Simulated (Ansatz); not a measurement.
## Calculated 209Bi NMR of the central transition for VBiO4

Cell: a COD entry whose atoms were relaxed with PBE, the cell held.

```
CELL_PARAMETERS angstrom
-3.65150 3.65150 3.29200
3.65150 -3.65150 3.29200
3.65150 3.65150 -3.29200
ATOMIC_POSITIONS crystal
V 0.50000 0.50000 0.00000
V 0.25000 0.75000 0.50000
Bi 0.75000 0.25000 0.50000
Bi 0.00000 0.00000 0.00000
O 0.15081 0.33250 0.81831
O 0.08250 0.76418 0.68169
O 0.51418 0.33250 0.18169
O 0.08250 0.40081 0.31831
O 0.59919 0.91750 0.68169
O 0.66750 0.84919 0.18169
O 0.23582 0.91750 0.31831
O 0.66750 0.48582 0.81831
```

Atoms are numbered from 1 in the order listed; like atoms form one site, named after its first atom.

The numbers come from a DFT calculation in Ansatz (PBE, plane waves and PAW, scalar-relativistic, 420 eV cutoff, Γ-centred 4×4×4 k-points, Fermi–Dirac smearing 0.02 eV).

209Bi has I = 9/2 and Q = -516.0 mb (Pyykkö 2018); at 18.8 T its Larmor frequency is ν₀ = 130.9 MHz (from the bare nuclear moment; shielding lowers the observed one by a per cent or two). Only the quadrupole interaction is simulated: positions count from each site's isotropic chemical shift, and shift anisotropy, dipolar and J coupling are left out.

(1) Simulate the second-order pattern (static powder, Gaussian broadening 60 kHz) of site Bi (8 O at 2.39–2.56 Å).

Results:

(1) The calculation gives C_Q = -173 MHz and η = 0.00, so ν_Q = 7.20 MHz and the centre of gravity lies at -2421 ppm (-317 kHz).

```json
{"offset (kHz)": "-1148.4", "height": "1"}
{"offset (kHz)": "-1068.7", "height": "84"}
{"offset (kHz)": "-988.9", "height": "100"}
{"offset (kHz)": "-909.1", "height": "63"}
{"offset (kHz)": "-829.4", "height": "51"}
{"offset (kHz)": "-749.6", "height": "44"}
{"offset (kHz)": "-669.8", "height": "40"}
{"offset (kHz)": "-590.0", "height": "38"}
{"offset (kHz)": "-510.3", "height": "36"}
{"offset (kHz)": "-430.5", "height": "35"}
{"offset (kHz)": "-350.7", "height": "33"}
{"offset (kHz)": "-271.0", "height": "33"}
{"offset (kHz)": "-191.2", "height": "32"}
{"offset (kHz)": "-111.4", "height": "32"}
{"offset (kHz)": "-31.6", "height": "31"}
{"offset (kHz)": "48.1", "height": "26"}
{"offset (kHz)": "127.9", "height": "27"}
{"offset (kHz)": "207.7", "height": "29"}
{"offset (kHz)": "287.4", "height": "31"}
{"offset (kHz)": "367.2", "height": "36"}
{"offset (kHz)": "447.0", "height": "44"}
{"offset (kHz)": "526.8", "height": "71"}
{"offset (kHz)": "606.5", "height": "60"}
{"offset (kHz)": "686.3", "height": "1"}
```

An axis of threefold or higher order runs through Bi, so V_zz lies along it and η is zero.

Spin–orbit coupling is left out, which shifts gradients on Bi by a few per cent, and by more where contributions nearly cancel. Newer work puts Q(²⁰⁹Bi) near −420 mb, which would lower these couplings by about a fifth.

The relaxation (4 steps) took 40 s of wall time (40 s of CPU time) and 0.62 GiB at its peak, on 1 thread of Intel Xeon Processor @ 2.70GHz (x86_64; 62 cores open to the job, memory cap 3.0 GiB, no GPU), a shared host with a load of 0.7 a core.
